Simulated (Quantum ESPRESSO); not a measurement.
## Br: band structure with PBEsol

Crystal: Br.

```xyz
4
Lattice="3.3632 -2.3226 0.0000 3.3632 2.3226 0.0000 0.0000 0.0000 8.7023" Properties=species:S:1:pos:R:3 pbc="T T T"
Br    3.3632    0.6266    3.3948
Br    3.3632    1.6959    7.7459
Br    3.3632   -0.6266    5.3075
Br    3.3632   -1.6959    0.9564
```

```json
{
  "Program": "Quantum ESPRESSO 7.5",
  "Task": "band structure",
  "Functional": "PBEsol",
  "Potentials or basis": "GBRV 1.5 PBEsol",
  "Cutoff": "612 eV",
  "Density cutoff": "4898 eV",
  "k mesh": "7 × 7 × 3",
  "Occupations": "fermi-dirac, width 0.05 eV",
  "Spin": "no spin polarisation",
  "Mixing beta": "0.5",
  "Most SCF iterations": "120",
  "SCF threshold": "8e-10 Ry"
}
```

The pressure is 0.3 GPa, the largest force is 0.826 eV/Å and the band gap on the k mesh is 1.83 eV, indirect (least direct gap 1.84 eV). The band gap along the path is 1.78 eV, indirect (least direct gap 1.82 eV).

Forces on the atoms (eV/Å):
```
Br   0.000  0.372 -0.738
Br   0.000 -0.372 -0.738
Br   0.000 -0.372  0.738
Br   0.000  0.372  0.738
```

Stress tensor (GPa, compression positive):
```
 0.03  0.00  0.00
 0.00 -0.38  0.00
 0.00  0.00  1.13
```

Levels at the corners of the path, in eV from the valence-band top:
```
point  band 11  band 12  band 13  band 14  band 15  band 16  band 17  band 18
    Γ    -0.96    -0.37    -0.08    -0.04     1.81     2.57     5.78     6.50
    X    -1.17    -0.89    -0.34    -0.02     2.03     2.29     7.73     8.28
    S    -0.83    -0.83    -0.25    -0.25     2.48     2.48     6.99     6.99
    R    -0.54    -0.54     0.00     0.00     2.19     2.19     7.31     7.31
    A    -0.54    -0.54    -0.50    -0.50     2.15     2.15     8.27     8.27
    Z    -0.84    -0.84    -0.06    -0.06     2.02     2.02     6.51     6.51
    Γ    -0.96    -0.37    -0.08    -0.04     1.81     2.57     5.78     6.50
    Y    -1.36    -1.17    -0.41    -0.02     1.86     2.24     7.16     7.43
   X1    -1.17    -0.89    -0.34    -0.02     2.03     2.29     7.73     8.28
   A1    -0.54    -0.54    -0.50    -0.50     2.15     2.15     8.27     8.27
    T    -0.94    -0.94    -0.63    -0.63     1.93     1.93     7.87     7.87
    Y    -1.36    -1.17    -0.41    -0.02     1.86     2.24     7.16     7.43
    Z    -0.84    -0.84    -0.06    -0.06     2.02     2.02     6.51     6.51
    T    -0.94    -0.94    -0.63    -0.63     1.93     1.93     7.87     7.87
```

Run time: 3.8 min on 2 MPI ranks on Arm Neoverse V1, with other jobs on the host, peak memory 0.54 GiB a rank.

Caveat: some levels on the path didn't converge.
